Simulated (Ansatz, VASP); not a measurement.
# Two plane-wave programs on SiC

File INCAR:

```
SYSTEM = SiC
ALGO = Normal ; EDIFF = 1E-6
ENCUT = 520 ; GGA = PE
ISIF = 2 ; ISMEAR = 0
LASPH = .TRUE. ; LCHARG = .FALSE.
LREAL = .FALSE. ; LWAVE = .FALSE.
NBANDS = 16 ; NELM = 80
PREC = Accurate ; SIGMA = 0.05
```

Contents of KPOINTS:

```
k-points
0
G
  12 12 6
  0 0 0
```

Contents of POSCAR:

```
SiC
1.0
    3.0920366030      0.0000000000      0.0000000000
   -1.5460183015      2.6777822476      0.0000000000
    0.0000000000      0.0000000000      5.0738984874
Si C
2 2
Direct
    0.3333333333      0.6666666667      0.0045639005
    0.6666666667      0.3333333333      0.5045639005
    0.3333333333      0.6666666667      0.3804360995
    0.6666666667      0.3333333333      0.8804360995
```

Input for Ansatz:

```yaml
crystal:
  lattice:
    - [3.092036603, 0.0, 0.0]
    - [-1.5460183015, 2.6777822476, 0.0]
    - [0.0, 0.0, 5.0738984874]
  atoms:
    - { symbol: Si, position: [0.3333333333, 0.6666666667, 0.0045639005] }
    - { symbol: Si, position: [0.6666666667, 0.3333333333, 0.5045639005] }
    - { symbol: C, position: [0.3333333333, 0.6666666667, 0.3804360995] }
    - { symbol: C, position: [0.6666666667, 0.3333333333, 0.8804360995] }
basis:
  ecutwfc: 520.0
kpoints:
  mp_grid: { grid: [12, 12, 6] }
hamiltonian:
  xc: pbe
  pseudopotentials: { kind: paw, azcp: { folder: soft_1 } }
scf:
  occupations: { method: gaussian, width: 0.05 }
output:
  forces: true
  stress: true
  eigenvalues: true
```

Alike in both runs: task single point; functional PBE; k mesh 12 × 12 × 6; occupations gaussian, width 0.05 eV; no spin polarisation.

```csv
,VASP,Ansatz
version,VASP 6.6.1,Ansatz 0.2.0
potentials or method,"VASP PAW PBE potentials, release 64 (Si, C)","scalar-relativistic, plane waves, PAW"
plane-wave cutoff (eV),520,520
valence electrons in the cell,16,16
```

|  | VASP | Ansatz | Ansatz less VASP |
| --- | --- | --- | --- |
| gap on the k mesh at the Fermi level (eV) | 2.31 | 2.31 | +0.004 |
| least direct gap on the mesh (eV) | 3.94 | 3.95 | +0.006 |
| pressure (GPa) | 0.0 | 0.0 | +0.03 |

With one functional, cell and mesh, what is left measures potentials, basis and numerics.

A k mesh can miss the band edges. As with any semilocal functional, this PBE gap is likely too small.
